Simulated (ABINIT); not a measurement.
BaZrO3:

```
Ba Zr O
1.0
     4.19134    0.00000    0.00000
     0.00000    4.19134    0.00000
     0.00000    0.00000    4.19134
Ba Zr O
1 1 3
Cartesian
  0.0000 0.0000 0.0000
  2.0957 2.0957 2.0957
  2.0957 2.0957 0.0000
  2.0957 0.0000 2.0957
  0.0000 2.0957 2.0957
```

Program: ABINIT 10.8.3 (patched build). Alike in all runs: task band structure; no spin polarisation; cell as given; smearing fermi-dirac 0.05 eV.

Question: Order these runs on this cell by their band gap on the k mesh, lowest first.
A. level TB-mBJ; potentials or basis JTH PAW LDA v2.0; k mesh 5 × 5 × 5; cutoff (eV) 762; fine-grid cutoff 1360.57 eV
B. level PBE; potentials or basis JTH PAW PBE v2.0; k mesh 6 × 6 × 6; cutoff (eV) 626; fine-grid cutoff 1224.51 eV
C. level r2SCAN; potentials or basis JTH PAW PBE v2.0; k mesh 6 × 6 × 6; cutoff (eV) 762; fine-grid cutoff 1360.57 eV

Answer: B (3.20 eV), C (3.71 eV), A (4.24 eV).

Caveats: this set's barium file shifts pressures by 1.5 GPa and gaps by 0.1 eV against other sets; spin-orbit coupling is left out, which moves the levels of the heavy elements; the constant c of TB-mBJ comes from the pseudo density here, which moves gaps by up to 0.3 eV between sets of potentials (some runs); the mesh misses the band edges, which the band path finds closer together (some runs).

A k mesh can miss the band edges, odd and even meshes differently.
